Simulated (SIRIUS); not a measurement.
**PbSe under changes of volume**

One of the cells (27.640 Å³/atom); the others are scaled copies at fixed shape and fractional positions:

```
CELL_PARAMETERS angstrom
3.80938 0.00000 0.00000
0.00000 3.80938 0.00000
0.00000 0.00000 3.80938
ATOMIC_POSITIONS crystal
Pb 0.00000 0.00000 0.00000
Se 0.50000 0.50000 0.50000
```

Measurements of this composition are mostly on another form, of space group No. 225.

- Program: SIRIUS 7.10.0
- Functional: PBEsol
- Potentials or basis: PseudoDojo 0.4.1 PBEsol standard (scalar relativistic)
- Cutoff: 1177 eV
- Density cutoff: 4707 eV
- k mesh: 7 × 7 × 7
- Occupations: fermi-dirac, width 0.05 eV
- Spin: no spin polarisation

```csv
volume (Å³/atom),energy over the lowest point (meV/atom),pressure (GPa)
25.472,0.00,-0.1
26.014,2.45,-1.3
26.556,8.59,-2.3
27.640,30.28,-4.0
28.182,?,?
28.724,62.15,-5.4
```

Task: What does the run at 28.182 Å³/atom give?

Result: Energy over the lowest point 45.10 meV/atom; pressure -4.7 GPa.

Worked out: A Birch-Murnaghan fit of order 3 (a polynomial in V^(-2/3)) to the other rows has its minimum at 25.42 Å³/atom, just outside them, with B0 = V·E''(V) = 59 GPa and B' = 4.9. It gives 45.10 meV/atom at 28.182 Å³/atom, against the run's 45.10, and -dE/dV = -4.7 GPa, against -4.7.

Energies are extrapolated to zero smearing.
